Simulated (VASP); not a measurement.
A run of VASP 6.6.1 is set up as follows.

The input INCAR:

```
  PREC = Accurate
  ENCUT = 520
  EDIFF = 1E-6
  ISMEAR = 1
  SIGMA = 0.1
  LREAL = F
  LASPH = T
  NELM = 80
  ALGO = Normal
  ISIF = 2
  LWAVE = F
  LCHARG = F
  LDIPOL = T
  IDIPOL = 3
  DIPOL = 0.5 0.5 0.500
  GGA = PS
  IBRION = 2
  NSW = 80
  EDIFFG = -0.02
  KPAR = 2
```

The input KPOINTS:

```
Automatic mesh
0
Gamma
  15 15 1
```

POSCAR

```
Pt
1.0
    2.7689424700      0.0000000000      0.0000000000
   -1.3844712400      2.3979745200      0.0000000000
    0.0000000000      0.0000000000     26.3041603100
Pt
6
Direct
    0.6666666700      0.3333333300      0.2851260000
    0.3333333300      0.6666666700      0.3710756000
    0.0000000000      0.0000000000      0.4570252000
    0.6666666700      0.3333333300      0.5429748000
    0.3333333300      0.6666666700      0.6289244000
    0.0000000000      0.0000000000      0.7148740000
```

Potentials or basis: VASP PAW PBE potentials, release 64 (Pt).

The run is started by

```bash
$ cat potpaw_PBE.64/Pt/POTCAR > POTCAR
$ mpirun -np 2 vasp_std > vasp.out
```

Task: What does it give for the energy gained by relaxing?

Result: 0.8 meV/atom.

Task: What does it give for the band gap on the k mesh?

Result: None (metal or under the smearing width).

Forces in eV/Å, atoms in the order of the input:
```
Pt   0.000  0.000  0.007
Pt   0.000  0.000  0.015
Pt   0.000  0.000 -0.005
Pt   0.000  0.000  0.005
Pt   0.000  0.000 -0.015
Pt   0.000  0.000 -0.007
```

Caveat: the PAW data sets were made with another functional, which shifts forces and pressure a little. The run has no spin-orbit coupling, so splittings on Pt are missing.
